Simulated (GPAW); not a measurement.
A run of GPAW 26.7.0:

The input run.py:

```python
from ase.filters import FrechetCellFilter
from ase.io import read, write
from ase.optimize import BFGS
from gpaw import GPAW, PW

atoms = read('CuO.xyz')

calc = GPAW(mode=PW(800),
            xc='PBE',
            kpts={'size': (4, 4, 4), 'gamma': True},
            occupations={'name': 'fermi-dirac', 'width': 0.05},
            nbands=47,
            convergence={'density': 1e-05, 'forces': 0.0001},
            maxiter=150,
            txt='gpaw.txt')
atoms.calc = calc
opt = BFGS(FrechetCellFilter(atoms), trajectory='relax.traj', logfile='-')
done = opt.run(fmax=0.02, steps=60)
calc.write('gs.gpw')
write('result.traj', atoms)
print('Converged:', done)
print('Cell:', atoms.cell.cellpar().round(4))
print('Volume:', round(atoms.get_volume(), 4))
print(atoms.get_scaled_positions().round(5))
```

The input CuO.xyz:

```xyz
6
Lattice="4.1609370000 0.0000000000 0.0000000000 0.0000000000 4.1609370000 0.0000000000 0.0000000000 0.0000000000 3.8876430000" Properties=species:S:1:pos:R:3 pbc="T T T"
Cu     2.0804685000      0.0000000000      1.9438215000
Cu     0.0000000000      2.0804685000      1.9438215000
Cu     0.0000000000      0.0000000000      0.0000000000
O      0.0000000000      0.0000000000      1.9438215000
O      2.0804685000      0.0000000000      0.0000000000
O      0.0000000000      2.0804685000      0.0000000000
```

Potentials or basis: GPAW PAW data sets (gpaw-data 1.2.1), pw.

The run is started by

```bash
$ OMP_NUM_THREADS=1 python run.py
```

Hardware: 1 thread of Arm Neoverse V1 (shared host).

Problem. How long does it take, and how much memory?

Solution. Wall time 10 min on 1 thread of Arm Neoverse V1, with other jobs on the host, peak memory 0.37 GiB. Counts: scf iterations 108, plane waves 3480, bands 47, k points 18, ion steps 9.
